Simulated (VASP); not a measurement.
# From one sheet to two: 2H-MoS2 monolayer, part 6 of 9

Aim: relax 2H-MoS2 monolayer, place its levels against the vacuum, then find how two sheets stack and bind.

VASP 6.6.1, plane waves and PAW; the level of theory is named at each step.

So far. Step 6 (The slab in a field, field 0.1): Energy at zero smearing: -44.39623 eV. Step 7 (With spin-orbit coupling): On this path the gap is direct, 1.73 eV, with the valence top at K and the conduction bottom at K.

## (8) A rigid stacking

This step: r2SCAN with rVV10, no spin polarisation; plane waves and PAW (Mo, S) (VASP 6.6.1).

System of this step: bilayer of 2H-MoS2 monolayer. The cell holds 6 atoms: 2 Mo and 4 S. Its edges and angles: a = 3.174 Å, b = 3.174 Å, c = 26.335 Å, α = 90.0°, β = 90.0°, γ = 120.0°. upper sheet same orientation, shifted by (0.00, 0.00). Vacuum lies along c.

Two rigid sheets are set at a typed distance in several high-symmetry stackings, to find where to start. The upper sheet is shifted or turned in the plane and never flipped over.

File INCAR:

```
SYSTEM = MoS2
PREC = Normal
ENCUT = 350
EDIFF = 1E-05
NELM = 120
ISMEAR = 0
SIGMA = 0.03
LREAL = .FALSE.
ALGO = Normal
METAGGA = R2SCAN
LUSE_VDW = .TRUE.
IVDW_NL = 2
BPARAM = 11.95
CPARAM = 0.0093
LASPH = .TRUE.
NBANDS = 24
LORBIT = 11
LWAVE = .FALSE.
LCHARG = .FALSE.
KPAR = 4
IDIPOL = 3
LDIPOL = .TRUE.
DIPOL = 0.5 0.5 0.5
```

File POSCAR:

```
MoS2
1.0
    3.1738069310      0.0000000000      0.0000000000
   -1.5869034655      2.7485974289      0.0000000000
    0.0000000000      0.0000000000     26.3345862128
Mo S
2 4
Direct
    0.3333333300      0.6666666700      0.3819557500
    0.3333333300      0.6666666700      0.6180442500
    0.6666666700      0.3333333300      0.3227694500
    0.6666666700      0.3333333300      0.4411420400
    0.6666666700      0.3333333300      0.5588579600
    0.6666666700      0.3333333300      0.6772305500
```

File KPOINTS:

```
Automatic mesh
0
Gamma
12 12 1
0 0 0
```

The projector-augmented-wave data sets are Mo and S (PBE family, release 64).

The run is started by

```console
$ mpirun -np 4 vasp_std
```

The program printed:

```text
[banner, memory and clock lines left out]
running    4 mpi-ranks, on    1 nodes
 distrk:  each k-point on    1 cores,    4 groups
 distr:  one band on    1 cores,    1 groups

 POSCAR found type information on POSCAR MoS
 POSCAR found :  2 types and       6 ions
 [... a notice as in an earlier step ...]

 [... a notice as in an earlier step ...]

 LDA part: xc-table for (None), standard interpolation
 POSCAR, INCAR and KPOINTS ok, starting setup
 FFT: planning ... GRIDC
 FFT: planning ... GRID_SOFT
 FFT: planning ... GRID
 WAVECAR not read
 entering main loop
       N       E                     dE             d eps       ncg     rms          rms(c)
Total rVV10 correction in eV:      0.9305778    48.4722194
Total rVV10 correction in eV:      0.9305778    48.4722194
Total rVV10 correction in eV:      0.9305778    48.4722194
Total rVV10 correction in eV:      0.9305778    48.4722194
DAV:   1     0.170896097677E+03    0.17090E+03   -0.11711E+04   912   0.888E+02
DAV:   2    -0.747269242563E+02   -0.24562E+03   -0.23793E+03  1344   0.220E+02
DAV:   3    -0.972106275821E+02   -0.22484E+02   -0.22292E+02  1192   0.760E+01
DAV:   4    -0.978093866294E+02   -0.59876E+00   -0.59694E+00  1344   0.137E+01
DAV:   5    -0.978228196970E+02   -0.13433E-01   -0.13427E-01  1200   0.204E+00    0.373E+01
Total rVV10 correction in eV:      0.9329266    48.4724388
Total rVV10 correction in eV:      0.9329266    48.4724388
Total rVV10 correction in eV:      0.9329266    48.4724388
Total rVV10 correction in eV:      0.9329266    48.4724388
DAV:   6    -0.895988635424E+02    0.82240E+01   -0.22735E+01  1192   0.251E+01    0.163E+01
Total rVV10 correction in eV:      0.9256007    48.4737662
Total rVV10 correction in eV:      0.9256007    48.4737662
Total rVV10 correction in eV:      0.9256007    48.4737662
Total rVV10 correction in eV:      0.9256007    48.4737662
DAV:   7    -0.891435330711E+02    0.45533E+00   -0.94510E+00  1176   0.197E+01    0.108E+01
Total rVV10 correction in eV:      0.9317919    48.4734322
Total rVV10 correction in eV:      0.9317919    48.4734322
Total rVV10 correction in eV:      0.9317919    48.4734322
Total rVV10 correction in eV:      0.9317919    48.4734322
DAV:   8    -0.887750477109E+02    0.36849E+00   -0.12247E+00  1272   0.694E+00    0.188E+00
Total rVV10 correction in eV:      0.9362160    48.4733739
Total rVV10 correction in eV:      0.9362160    48.4733739
Total rVV10 correction in eV:      0.9362160    48.4733739
Total rVV10 correction in eV:      0.9362160    48.4733739
DAV:   9    -0.887952868667E+02   -0.20239E-01   -0.12847E-01  1328   0.203E+00    0.415E-01
Total rVV10 correction in eV:      0.9385984    48.4733211
Total rVV10 correction in eV:      0.9385984    48.4733211
Total rVV10 correction in eV:      0.9385984    48.4733211
Total rVV10 correction in eV:      0.9385984    48.4733211
DAV:  10    -0.887940480339E+02    0.12388E-02   -0.14301E-02  1288   0.724E-01    0.344E-01
Total rVV10 correction in eV:      0.9410974    48.4731451
Total rVV10 correction in eV:      0.9410974    48.4731451
Total rVV10 correction in eV:      0.9410974    48.4731451
Total rVV10 correction in eV:      0.9410974    48.4731451
DAV:  11    -0.887946433372E+02   -0.59530E-03   -0.21291E-03  1288   0.326E-01    0.103E-01
Total rVV10 correction in eV:      0.9421653    48.4730048
Total rVV10 correction in eV:      0.9421653    48.4730048
Total rVV10 correction in eV:      0.9421653    48.4730048
Total rVV10 correction in eV:      0.9421653    48.4730048
DAV:  12    -0.887950687935E+02   -0.42546E-03   -0.50953E-04  1160   0.138E-01    0.837E-02
Total rVV10 correction in eV:      0.9429811    48.4728084
Total rVV10 correction in eV:      0.9429811    48.4728084
Total rVV10 correction in eV:      0.9429811    48.4728084
Total rVV10 correction in eV:      0.9429811    48.4728084
DAV:  13    -0.887954182335E+02   -0.34944E-03   -0.18350E-04  1120   0.797E-02    0.456E-02
Total rVV10 correction in eV:      0.9437403    48.4725852
Total rVV10 correction in eV:      0.9437403    48.4725852
Total rVV10 correction in eV:      0.9437403    48.4725852
Total rVV10 correction in eV:      0.9437403    48.4725852
DAV:  14    -0.887957932966E+02   -0.37506E-03   -0.11074E-04  1104   0.573E-02    0.207E-02
Total rVV10 correction in eV:      0.9441139    48.4724523
Total rVV10 correction in eV:      0.9441139    48.4724523
Total rVV10 correction in eV:      0.9441139    48.4724523
Total rVV10 correction in eV:      0.9441139    48.4724523
DAV:  15    -0.887959888905E+02   -0.19559E-03   -0.27774E-05  1048   0.288E-02    0.182E-02
Total rVV10 correction in eV:      0.9444912    48.4722446
Total rVV10 correction in eV:      0.9444912    48.4722446
Total rVV10 correction in eV:      0.9444912    48.4722446
Total rVV10 correction in eV:      0.9444912    48.4722446
DAV:  16    -0.887963802258E+02   -0.39134E-03   -0.89760E-05  1008   0.544E-02    0.104E-02
Total rVV10 correction in eV:      0.9445276    48.4722196
Total rVV10 correction in eV:      0.9445276    48.4722196
Total rVV10 correction in eV:      0.9445276    48.4722196
Total rVV10 correction in eV:      0.9445276    48.4722196
DAV:  17    -0.887964574575E+02   -0.77232E-04   -0.84559E-06   864   0.156E-02    0.378E-03
Total rVV10 correction in eV:      0.9445291    48.4722194
Total rVV10 correction in eV:      0.9445291    48.4722194
Total rVV10 correction in eV:      0.9445291    48.4722194
Total rVV10 correction in eV:      0.9445291    48.4722194
DAV:  18    -0.887965491271E+02   -0.91670E-04   -0.30916E-05   904   0.200E-02    0.317E-03
Total rVV10 correction in eV:      0.9444875    48.4722310
Total rVV10 correction in eV:      0.9444875    48.4722310
Total rVV10 correction in eV:      0.9444875    48.4722310
Total rVV10 correction in eV:      0.9444875    48.4722310
DAV:  19    -0.887965717946E+02   -0.22668E-04   -0.34125E-06   776   0.113E-02    0.243E-03
Total rVV10 correction in eV:      0.9444763    48.4722496
Total rVV10 correction in eV:      0.9444763    48.4722496
Total rVV10 correction in eV:      0.9444763    48.4722496
Total rVV10 correction in eV:      0.9444763    48.4722496
DAV:  20    -0.887965825636E+02   -0.10769E-04   -0.95415E-07   640   0.681E-03    0.848E-04
Total rVV10 correction in eV:      0.9444728    48.4722588
Total rVV10 correction in eV:      0.9444728    48.4722588
Total rVV10 correction in eV:      0.9444728    48.4722588
Total rVV10 correction in eV:      0.9444728    48.4722588
DAV:  21    -0.887965913129E+02   -0.87493E-05   -0.11440E-06   672   0.721E-03
Total rVV10 correction in eV:      0.9444712    48.4722440
Total rVV10 correction in eV:      0.9444712    48.4722440
Total rVV10 correction in eV:      0.9444712    48.4722440
Total rVV10 correction in eV:      0.9444712    48.4722440
Total rVV10 correction in eV:      0.9444709    48.4722519
Total rVV10 correction in eV:      0.9444709    48.4722519
Total rVV10 correction in eV:      0.9444709    48.4722519
Total rVV10 correction in eV:      0.9444709    48.4722519
   1 F= -.88796591E+02 E0= -.88796591E+02  d E =-.515159E-16
```

Run time: 1.7 min. Hardware: 4 MPI ranks of AMD EPYC 7R43, shared host; peak memory 1.2 GiB; 6.7 min of CPU time.

Parts of OUTCAR (step 8):

```text
   k-points           NKPTS =     19   k-points in BZ     NKDIM =     19   number of bands    NBANDS=     24

   ENCUT  =  350.0 eV  25.72 Ry    5.07 a.u.   4.84  4.84 40.17*2*pi/ulx,y,z

   NELECT =      36.0000    total number of electrons

 E-fermi :  -0.2057

 k-point     1 :       0.0000    0.0000    0.0000
  band No.  band energies     occupation
    ...
     14      -2.5413      2.00000
     15      -2.5413      2.00000
     16      -2.2676      2.00000
     17      -1.1917      2.00000
     18      -0.3658      2.00000
     19       1.9500      0.00000
     20       1.9502      0.00000
     21       2.0638      0.00000
     22       2.0659      0.00000
     23       2.2097      0.00000
    ...

  Total        0.0368057      0.0368057      1.8599522      0.0000000      0.0000000      0.0000000
  in kB        0.2566895      0.2566895     12.9716200      0.0000000      0.0000000      0.0000000
  external PRESSURE =       4.4949997 kB  Pullay stress =       0.0000000 kB

 POSITION                                       TOTAL-FORCE (eV/Angst)
 -----------------------------------------------------------------------------------
     -0.00000      1.83240     10.05865        -0.000000     -0.000000     -0.069389
     -0.00000      1.83240     16.27594        -0.000000     -0.000000      0.069389
      1.58690      0.91620      8.50000         0.000000     -0.000000     -0.025524
      1.58690      0.91620     11.61729        -0.000000      0.000000     -0.433375
      1.58690      0.91620     14.71729        -0.000000      0.000000      0.433375
      1.58690      0.91620     17.83459         0.000000     -0.000000      0.025524
 -----------------------------------------------------------------------------------
    total drift:                               -0.000036      0.000021      0.000000

  FREE ENERGIE OF THE ION-ELECTRON SYSTEM (eV)
  ---------------------------------------------------
  free  energy   TOTEN  =       -88.7965913129 eV

  energy  without entropy=      -88.7965913129  energy(sigma->0) =      -88.79659131

 vacuum level on the upper side and lower side of the slab         5.174         5.174

[... 2 parts as in an earlier step ...]

[... 14 further parts left out ...]
```

Numbers from this step:

| Item | Value |
| --- | --- |
| electronic cycles | 21 |
| electrons | 36 |
| free energy (TOTEN) | -88.7966 eV |
| Fermi energy | -0.2057 eV |
| gap on the k-mesh | 1.194 eV |
| least direct gap on the k-mesh | 1.766 eV |

Force by atom:

```csv
atom,x (eV/Å),y (eV/Å),z (eV/Å),size
Mo1,0.000,0.000,-0.069,0.069
Mo2,0.000,0.000,0.069,0.069
S3,0.000,0.000,-0.026,0.026
S4,0.000,0.000,-0.433,0.433
S5,0.000,0.000,0.433,0.433
S6,0.000,0.000,0.026,0.026
```

Energy at zero smearing: -88.79659 eV.

## (9) A rigid stacking

INCAR is that of step 8.

File POSCAR:

```
MoS2
1.0
    3.1738069310      0.0000000000      0.0000000000
   -1.5869034655      2.7485974289      0.0000000000
    0.0000000000      0.0000000000     26.3345862128
Mo S
2 4
Direct
    0.3333333300      0.6666666700      0.3819557500
    0.6666666700      0.3333333300      0.6180442500
    0.6666666700      0.3333333300      0.3227694500
    0.6666666700      0.3333333300      0.4411420400
    0.0000000000      1.0000000000      0.5588579600
    0.0000000000      1.0000000000      0.6772305500
```

KPOINTS is that of step 8.

The run is started by

```console
$ mpirun -np 4 vasp_std
```

The program printed:

```text
[... set-up lines as in an earlier step ...]
 entering main loop
       N       E                     dE             d eps       ncg     rms          rms(c)
Total rVV10 correction in eV:      0.9297547    48.4722166
Total rVV10 correction in eV:      0.9297547    48.4722166
Total rVV10 correction in eV:      0.9297547    48.4722166
Total rVV10 correction in eV:      0.9297547    48.4722166
DAV:   1     0.171538138553E+03    0.17154E+03   -0.11739E+04   912   0.889E+02
DAV:   2    -0.756662767445E+02   -0.24720E+03   -0.24085E+03  1392   0.220E+02
DAV:   3    -0.973438366439E+02   -0.21678E+02   -0.21466E+02  1176   0.753E+01
DAV:   4    -0.979308703674E+02   -0.58703E+00   -0.58497E+00  1304   0.137E+01
DAV:   5    -0.979466313843E+02   -0.15761E-01   -0.15754E-01  1168   0.220E+00    0.372E+01
Total rVV10 correction in eV:      0.9309697    48.4728438
Total rVV10 correction in eV:      0.9309697    48.4728438
Total rVV10 correction in eV:      0.9309697    48.4728438
Total rVV10 correction in eV:      0.9309697    48.4728438
[...]
Total rVV10 correction in eV:      0.9401082    48.4722086
DAV:  18    -0.889789362551E+02   -0.11176E-03   -0.13368E-05   848   0.151E-02    0.194E-03
Total rVV10 correction in eV:      0.9400611    48.4722101
Total rVV10 correction in eV:      0.9400611    48.4722101
Total rVV10 correction in eV:      0.9400611    48.4722101
Total rVV10 correction in eV:      0.9400611    48.4722101
DAV:  19    -0.889789809259E+02   -0.44671E-04   -0.86411E-06   808   0.117E-02    0.291E-03
Total rVV10 correction in eV:      0.9400393    48.4722184
Total rVV10 correction in eV:      0.9400393    48.4722184
Total rVV10 correction in eV:      0.9400393    48.4722184
Total rVV10 correction in eV:      0.9400393    48.4722184
DAV:  20    -0.889789880161E+02   -0.70902E-05   -0.84934E-07   592   0.655E-03
Total rVV10 correction in eV:      0.9400160    48.4722323
Total rVV10 correction in eV:      0.9400160    48.4722323
Total rVV10 correction in eV:      0.9400160    48.4722323
Total rVV10 correction in eV:      0.9400160    48.4722323
Total rVV10 correction in eV:      0.9400199    48.4722396
Total rVV10 correction in eV:      0.9400199    48.4722396
Total rVV10 correction in eV:      0.9400199    48.4722396
Total rVV10 correction in eV:      0.9400199    48.4722396
   1 F= -.88978988E+02 E0= -.88978988E+02  d E =-.571007E-13
```

The job ended after 95 s (4 MPI ranks; peak memory 1.2 GiB; 6.3 min of CPU time).

OUTCAR, selected parts (step 9):

```text
  Total        0.0638339      0.0638339     -0.0327894     -0.0000000      0.0000000      0.0000000
  in kB        0.4451887      0.4451887     -0.2286790     -0.0000000      0.0000000      0.0000000
  external PRESSURE =       0.2205661 kB  Pullay stress =       0.0000000 kB

 POSITION                                       TOTAL-FORCE (eV/Angst)
 -----------------------------------------------------------------------------------
     -0.00000      1.83240     10.05865        -0.000000      0.000000      0.007856
      1.58690      0.91620     16.27594         0.000000      0.000000      0.009387
      1.58690      0.91620      8.50000         0.000000     -0.000000     -0.017660
      1.58690      0.91620     11.61729         0.000000     -0.000000      0.005248
      0.00000      0.00000     14.71729        -0.000000      0.000000     -0.014217
      0.00000      0.00000     17.83459        -0.000000     -0.000000      0.009386
 -----------------------------------------------------------------------------------
    total drift:                               -0.000011      0.000003     -0.001414

  FREE ENERGIE OF THE ION-ELECTRON SYSTEM (eV)
  ---------------------------------------------------
  free  energy   TOTEN  =       -88.9789880161 eV

  energy  without entropy=      -88.9789880161  energy(sigma->0) =      -88.97898802

[... 2 parts as in an earlier step ...]

[... 1 further part left out ...]
[key lines of the parts left out:]
E-fermi :  -0.3633
```

Energy at zero smearing: -88.97899 eV.

## (10) A rigid stacking

INCAR is that of step 9.

POSCAR, as its differences from that of step 9:

```diff
@@ -12,3 +12,3 @@
     0.6666666700      0.3333333300      0.4411420400
-    0.0000000000      1.0000000000      0.5588579600
-    0.0000000000      1.0000000000      0.6772305500
+    0.3333333300      0.6666666700      0.5588579600
+    0.3333333300      0.6666666700      0.6772305500
```

KPOINTS is that of step 9.

The run is started by

```console
$ mpirun -np 4 vasp_std
```

The program printed:

```text
[... set-up lines as in an earlier step ...]
 entering main loop
       N       E                     dE             d eps       ncg     rms          rms(c)
Total rVV10 correction in eV:      0.9297876    48.4722156
Total rVV10 correction in eV:      0.9297876    48.4722156
Total rVV10 correction in eV:      0.9297876    48.4722156
Total rVV10 correction in eV:      0.9297876    48.4722156
DAV:   1     0.171035831683E+03    0.17104E+03   -0.11730E+04   912   0.888E+02
DAV:   2    -0.755036475443E+02   -0.24654E+03   -0.24073E+03  1376   0.220E+02
DAV:   3    -0.973725044214E+02   -0.21869E+02   -0.21686E+02  1184   0.748E+01
DAV:   4    -0.979359490001E+02   -0.56344E+00   -0.56189E+00  1320   0.135E+01
DAV:   5    -0.979503112101E+02   -0.14362E-01   -0.14358E-01  1168   0.209E+00    0.372E+01
Total rVV10 correction in eV:      0.9308750    48.4725944
Total rVV10 correction in eV:      0.9308750    48.4725944
Total rVV10 correction in eV:      0.9308750    48.4725944
Total rVV10 correction in eV:      0.9308750    48.4725944
[...]
Total rVV10 correction in eV:      0.9397740    48.4722161
DAV:  19    -0.889808960187E+02   -0.13391E-04   -0.57072E-06   808   0.119E-02    0.190E-03
Total rVV10 correction in eV:      0.9397640    48.4722267
Total rVV10 correction in eV:      0.9397640    48.4722267
Total rVV10 correction in eV:      0.9397640    48.4722267
Total rVV10 correction in eV:      0.9397640    48.4722267
DAV:  20    -0.889809068385E+02   -0.10820E-04   -0.85698E-07   616   0.635E-03    0.117E-03
Total rVV10 correction in eV:      0.9397503    48.4722419
Total rVV10 correction in eV:      0.9397503    48.4722419
Total rVV10 correction in eV:      0.9397503    48.4722419
Total rVV10 correction in eV:      0.9397503    48.4722419
DAV:  21    -0.889809130427E+02   -0.62042E-05   -0.14926E-06   664   0.905E-03
Total rVV10 correction in eV:      0.9397505    48.4722259
Total rVV10 correction in eV:      0.9397505    48.4722259
Total rVV10 correction in eV:      0.9397505    48.4722259
Total rVV10 correction in eV:      0.9397505    48.4722259
Total rVV10 correction in eV:      0.9397487    48.4722373
Total rVV10 correction in eV:      0.9397487    48.4722373
Total rVV10 correction in eV:      0.9397487    48.4722373
Total rVV10 correction in eV:      0.9397487    48.4722373
   1 F= -.88980913E+02 E0= -.88980913E+02  d E =-.923574E-18
```

Run time: 95 s. Hardware: 4 MPI ranks; peak memory 1.2 GiB.

OUTCAR, selected parts (step 10):

```text
  Total        0.0126562      0.0126562      0.0226835      0.0000000      0.0000000      0.0000000
  in kB        0.0882662      0.0882662      0.1581985      0.0000000      0.0000000      0.0000000
  external PRESSURE =       0.1115770 kB  Pullay stress =       0.0000000 kB

 POSITION                                       TOTAL-FORCE (eV/Angst)
 -----------------------------------------------------------------------------------
     -0.00000      1.83240     10.05865         0.000000     -0.000000     -0.016168
      1.58690      0.91620     16.27594        -0.000000      0.000000      0.016168
      1.58690      0.91620      8.50000         0.000000      0.000000     -0.012063
      1.58690      0.91620     11.61729        -0.000000      0.000000      0.015375
     -0.00000      1.83240     14.71729         0.000000     -0.000000     -0.015375
     -0.00000      1.83240     17.83459        -0.000000      0.000000      0.012063
 -----------------------------------------------------------------------------------
    total drift:                               -0.000000      0.000000      0.000000

  FREE ENERGIE OF THE ION-ELECTRON SYSTEM (eV)
  ---------------------------------------------------
  free  energy   TOTEN  =       -88.9809130427 eV

  energy  without entropy=      -88.9809130427  energy(sigma->0) =      -88.98091304

[... 2 parts as in an earlier step ...]

[... 1 further part left out ...]
[key lines of the parts left out:]
E-fermi :  -0.3389
```

Energy at zero smearing: -88.98091 eV.

(Continued in part 7 of 9.)

[Lines on the potential files, build, host, timing and source positions are cut from VASP's logs without a mark.]

[Logs are printed without paths, hosts, clocks, repeated set-up lines and the standing remarks that a program may print on its own settings, such as how far it seeks lower states.]

[Hosts, paths, dates, database ids (printed as entryN), source tags and the programs' standing remarks are cut or masked in the printed files.]

[Runs that stopped without an error message from VASP are left out.]
